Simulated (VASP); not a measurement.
# BAs (F-43m) in VASP: further runs, part 3 of 3

VASP 6.6.1. Earlier steps stand in the parts before.

### Step 4. Relaxation of cell and atoms, PBE

INCAR

```
SYSTEM = BAs
PREC = Accurate
ENCUT = 600
EDIFF = 1E-6
ISMEAR = 0
SIGMA = 0.03
LREAL = .FALSE.
LASPH = .TRUE.
NELM = 80
ALGO = Normal
ISIF = 3
LWAVE = .FALSE.
LCHARG = .FALSE.
GGA = PE
IBRION = 2
NSW = 90
EDIFFG = -0.01
```

KPOINTS

```
Automatic mesh
0
G
  10 10 10
  0 0 0
```

POSCAR

```
BAs
1.0
    0.0000000000      2.3885000000      2.3885000000
    2.3885000000      0.0000000000      2.3885000000
    2.3885000000      2.3885000000      0.0000000000
B As
1 1
Direct
    0.0000000000      0.0000000000      0.0000000000
    0.2500000000      0.2500000000      0.2500000000
```

Potentials or basis: VASP PAW PBE potentials, release 64 (B, As).

Launch:

```sh
> cat potpaw_PBE.64/B/POTCAR potpaw_PBE.64/As/POTCAR > POTCAR
> mpirun -np 1 vasp_std > vasp.out
```

OUTCAR:

```text
SYSTEM = BAs
   PREC = Accurate
   ENCUT = 600
   EDIFF = 1E-6
   ISMEAR = 0
   LREAL = .FALSE.
   LASPH = .TRUE.
   NELM = 80
   ISIF = 3
   GGA = PE
   IBRION = 2
   NSW = 90
   EDIFFG = -0.01

 ion  position               nearest neighbor table
   1  0.000  0.000  0.000-   2 2.07   2 2.07   2 2.07   2 2.07
   2  0.250  0.250  0.250-   1 2.07   1 2.07   1 2.07   1 2.07

  LATTYP: Found a face centered cubic cell.
 ALAT       =     4.7770000000

  Lattice vectors:

 A1 = (   0.0000000000,   2.3885000000,   2.3885000000)
 A2 = (   2.3885000000,   0.0000000000,   2.3885000000)
 A3 = (   2.3885000000,   2.3885000000,   0.0000000000)

Analysis of symmetry for initial positions (statically):
=====================================================================
 Subroutine PRICEL returns:
 Original cell was already a primitive cell.

 Routine SETGRP: Setting up the symmetry group for a
 face centered cubic supercell.

 Subroutine GETGRP returns: Found 24 space group operations
 (whereof 24 operations were pure point group operations)
 out of a pool of 48 trial point group operations.

The static configuration has the point symmetry T_d .
[... 170 lines left out ...]
  -------------------------------------------------------------------------------------
  Total        0.5813419      0.5813419      0.5813419     -0.0000000      0.0000000     -0.0000000
  in kB       34.1771977     34.1771977     34.1771977     -0.0000000      0.0000000     -0.0000000
  external PRESSURE =      34.1771977 kB  Pullay stress =       0.0000000 kB
[... 59 lines left out ...]
--------------------------------------- Ionic step        3  -------------------------------------------

 number of electron       8.0000000 magnetization

 Free energy of the ion-electron system (eV)
  ---------------------------------------------------
  ext. energy  EPLUGINS =         0.00000000
  ---------------------------------------------------
  free energy    TOTEN  =       -11.41438462 eV

  energy without entropy =      -11.41438462  energy(sigma->0) =      -11.41438462

 E-fermi :   6.0543     XC(G=0): -10.4778

 val. band max:        5.8570519551   @ k =   0.0000   0.0000   0.0000
 cond. band min:       7.0580328396   @ k =   0.4000   0.4000   0.0000
 fundamental gap:      1.2009808845
 Fermi energy:         6.0542986147

 k-point     1 :       0.0000    0.0000    0.0000
  band No.  band energies     occupation
      1      -9.3216      2.00000
      2       5.8571      2.00000
      3       5.8571      2.00000
      4       5.8571      2.00000
      5       9.1031      0.00000
      6       9.1031      0.00000
      7       9.1031      0.00000
      8      10.2334      0.00000
[... 243 lines left out ...]
 k-point    24 :       0.4000    0.3000    0.0000
  band No.  band energies     occupation
      1      -6.7446      2.00000
      2      -0.5348      2.00000
      3       1.9824      2.00000
      4       2.4596      2.00000
      5       7.5662      0.00000
      6       9.2436      0.00000
      7      14.5190      0.00000
      8      14.7646      0.00000

 [... further k-points ...]
[... 5 lines left out ...]
  --------------------------------------------------------------------------------------
  -------------------------------------------------------------------------------------
  Total        0.0010312      0.0010312      0.0010312      0.0000000      0.0000000      0.0000000
  in kB        0.0591536      0.0591536      0.0591536      0.0000000      0.0000000      0.0000000
  external PRESSURE =       0.0591536 kB  Pullay stress =       0.0000000 kB
[... 17 lines left out ...]
  FREE ENERGIE OF THE ION-ELECTRON SYSTEM (eV)
  ---------------------------------------------------
  free  energy   TOTEN  =       -11.4143846225 eV

  energy  without entropy=      -11.4143846225  energy(sigma->0) =      -11.41438462

 reached required accuracy - stopping structural energy minimisation
```

Run time: 24 s. Hardware: 1 thread of Intel Xeon Platinum 8488C (Sapphire Rapids), shared host; peak memory 0.16 GiB.

What came out:

```yaml
Free_energy: -11.4144 eV
Relaxed_volume: 13.97 Å³/atom
Relaxed_cell: a = 3.406 Å, b = 3.406 Å, c = 3.406 Å, α = 60.00°, β = 60.00°, γ = 60.00°
Space_group_after_relaxing_to_0.05_Å: F-43m (No. 216)
Energy_gained_by_relaxing: 3.5 meV/atom
Ionic_steps: 3
Pressure_after_relaxing: 0.0 GPa
Band_gap_on_the_k_mesh: 1.20 eV, indirect (least direct gap 3.25 eV)
```

Step by step:
```
step  energy change (eV)  largest force (eV/Å)  pressure (GPa)  volume (Å³)
   1              0.0000                0.0000            3.42        27.25
   2             -0.0037                0.0000           -2.18        28.42
   3             -0.0071                0.0000            0.01        27.93
```

Final structure:
```
B As
1.0
     0.00000    2.40817    2.40817
     2.40817    0.00000    2.40817
     2.40817    2.40817    0.00000
B As
1 1
Cartesian
  0.0000 0.0000 0.0000
  1.2041 1.2041 1.2041
```

A k mesh can miss the band edges. PBE usually gives volumes a little too large and moduli too small.

### Step 5. Relaxation of cell and atoms, PBE

This run uses another cell than the first one, of 13.97 Å³/atom, 1.025 times its volume.

INCAR, as its differences from that of step 4:

```diff
@@ -3,3 +3,3 @@
 ENCUT = 600
-EDIFF = 1E-6
+EDIFF = 1E-7
 ISMEAR = 0
@@ -16,2 +16,2 @@
 NSW = 90
-EDIFFG = -0.01
+EDIFFG = -0.005
```

KPOINTS is that of step 4.

POSCAR

```
BAs                                     
1.0
    0.0000000000      2.4081703798      2.4081703798
    2.4081703798      0.0000000000      2.4081703798
    2.4081703798      2.4081703798      0.0000000000
  B               As            
     1     1
Direct
     0.0000000000000000    0.0000000000000000    0.0000000000000000
     0.2500000000000000    0.2500000000000000    0.2500000000000000
```

Launch:

```sh
> cat potpaw_PBE.64/B/POTCAR potpaw_PBE.64/As/POTCAR > POTCAR
> mpirun -np 1 vasp_std > vasp.out
```

Run time: 13 s. Hardware: 1 thread of Intel Xeon Platinum 8488C (Sapphire Rapids), shared host; peak memory 0.16 GiB.

It converged, with:

| Quantity | Value |
| --- | --- |
| Free energy | -11.4145 eV |
| Pressure after relaxing | 0.0 GPa |
| Band gap on the k mesh | 1.20 eV, indirect (least direct gap 3.25 eV) |

Final structure:
```yaml
crystal:
  lattice:
    - [0.00000, 2.40817, 2.40817]
    - [2.40817, 0.00000, 2.40817]
    - [2.40817, 2.40817, 0.00000]
  atoms:
    - { symbol: B, position: [0.00000, 0.00000, 0.00000] }
    - { symbol: As, position: [0.25000, 0.25000, 0.25000] }
```

Levels at points of the mesh, in eV from the valence-band top:
```
           k point  band 1  band 2  band 3  band 4  band 5  band 6  band 7  band 8
(0.00, 0.00, 0.00)  -15.18    0.00    0.00    0.00    3.25    3.25    3.25    4.38
(0.50, 0.00, 0.00)  -12.40   -8.61   -1.78   -1.78    2.55    4.75    4.75    8.82
(0.50, 0.50, 0.00)  -11.12   -8.39   -3.98   -3.98    1.46    1.46   11.13   11.13
```

Caveat: the relaxation stopped at its first step, so nothing moved. A k mesh can miss the band edges.

### Step 6. Relaxation of the atoms, PBE (a relaxed cell with its volume scaled by 0.94)

INCAR, as its differences from that of step 5:

```diff
@@ -10,3 +10,3 @@
 ALGO = Normal
-ISIF = 3
+ISIF = 2
 LWAVE = .FALSE.
@@ -15,3 +15,3 @@
 IBRION = 2
-NSW = 90
-EDIFFG = -0.005
+NSW = 40
+EDIFFG = -0.01
```

KPOINTS is that of step 5.

POSCAR

```
BAs                                     
1.0
    0.0000000000      2.3590102515      2.3590102515
    2.3590102515      0.0000000000      2.3590102515
    2.3590102515      2.3590102515      0.0000000000
  B               As            
     1     1
Direct
     0.0000000000000000    0.0000000000000000    0.0000000000000000
     0.2500000000000000    0.2500000000000000    0.2500000000000000
```

Potentials or basis: VASP PAW PBE potentials, release 64 (B, As).

Launch:

```sh
> cat potpaw_PBE.64/B/POTCAR potpaw_PBE.64/As/POTCAR > POTCAR
> mpirun -np 1 vasp_std > vasp.out
```

Run time: 13 s. Hardware: 1 thread of Intel Xeon Platinum 8488C (Sapphire Rapids), shared host; peak memory 0.15 GiB.

The run converged. Its results:

```yaml
Free_energy: -11.3681 eV
Pressure_after_relaxing: 9.3 GPa
Band_gap_on_the_k_mesh: 1.14 eV, indirect (least direct gap 3.32 eV)
```

Final structure:
```
B As
1.0
     0.00000    2.35901    2.35901
     2.35901    0.00000    2.35901
     2.35901    2.35901    0.00000
B As
1 1
Cartesian
  0.0000 0.0000 0.0000
  1.1795 1.1795 1.1795
```

Levels at points of the mesh, in eV from the valence-band top:
```csv
k point,band 1,band 2,band 3,band 4,band 5,band 6,band 7,band 8
"(0.00, 0.00, 0.00)",-15.75,0.00,0.00,0.00,3.32,3.32,3.32,5.17
"(0.50, 0.00, 0.00)",-12.74,-9.07,-1.89,-1.89,2.91,4.82,4.82,8.93
"(0.50, 0.50, 0.00)",-11.36,-8.74,-4.24,-4.24,1.38,1.41,11.73,11.73
```

Caveat: the relaxation stopped at its first step, so nothing moved. A k mesh can miss the band edges.

### Step 7. Overview

| task | level | cell | gap on the mesh (eV) | pressure (GPa) |
| --- | --- | --- | --- | --- |
| relaxation of the atoms | PBE+D3(BJ) | atoms relaxed from: a relaxed cell with its volume scaled by 1.04 | 1.21 | -5.0 |
| relaxation of the atoms | PBE+D3(BJ) | atoms relaxed from: a relaxed cell with its volume scaled by 1.06 | 1.23 | -7.2 |
| relaxation of cell and atoms | PBE | relaxed | 1.20 | 0.0 |
| relaxation of the atoms | PBE | atoms relaxed from: a relaxed cell with its volume scaled by 0.94 | 1.14 | 9.3 |

Alike in all rows: potentials or basis VASP PAW PBE potentials, release 64 (B, As); no spin polarisation; k mesh 10 × 10 × 10; cutoff (eV) 600; smearing gaussian 0.03 eV.

Caveats: the relaxation stopped at its first step, so nothing moved.

Absolute energies hang on the potentials; compare differences alone.
